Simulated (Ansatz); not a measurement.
# CdSe (Cadmoselite) under changes of volume

One of the cells (28.102 Å³/atom); the others are scaled copies at fixed shape and fractional positions:

```
CELL_PARAMETERS angstrom
4.30000 0.00000 0.00000
-2.15000 3.72391 0.00000
0.00000 0.00000 7.02000
ATOMIC_POSITIONS crystal
Cd 0.66667 0.33333 0.50000
Cd 0.33333 0.66667 0.00000
Se 0.66667 0.33333 0.88500
Se 0.33333 0.66667 0.38500
```

- Program: Ansatz 0.2.0
- Functional: BLYP
- Potentials or basis: Ansatz PAW
- Cutoff: 420 eV (not typed: the program's choice for these potentials)
- k mesh: 7 × 7 × 4
- Occupations: fermi-dirac, width 0.05 eV
- Spin: no spin polarisation

```tsv
volume (Å³/atom)	energy over the lowest point (meV/atom)	pressure (GPa)	gap on the mesh (eV)	largest force (eV/Å)
26.416	?	?	?	?
26.978	95.09	8.8	0.72	0.349
27.540	67.03	7.3	0.68	0.326
28.102	43.96	5.9	0.63	0.305
28.665	25.38	4.7	0.58	0.285
29.227	10.86	3.6	0.54	0.266
29.789	0.00	2.6	0.49	0.249
```

What does the run at 26.416 Å³/atom give?

Energy over the lowest point 128.70 meV/atom; pressure 10.4 GPa; gap on the mesh 0.77 eV; largest force 0.373 eV/Å.

Worked out: A Birch-Murnaghan fit of order 3 (a polynomial in V^(-2/3)) to the other rows has no minimum within the range. It gives 128.72 meV/atom at 26.416 Å³/atom, against the run's 128.70, and -dE/dV = 10.4 GPa, against 10.4. A straight line through the other rows of the gap, of slope -2.33 eV per unit of ln V (its deformation potential), extrapolates to 0.77 eV, against the run's 0.77.

Energies are extrapolated to zero smearing.

Caveats: odd divisions of the mesh miss points on the zone boundary, where band edges often lie, so the gap on the mesh can be too wide; the PAW data sets come from PBE, with cores solved anew for the run's functional, which leaves a small shift of forces and pressure.

Spin-orbit coupling on Cd, Se is left out.
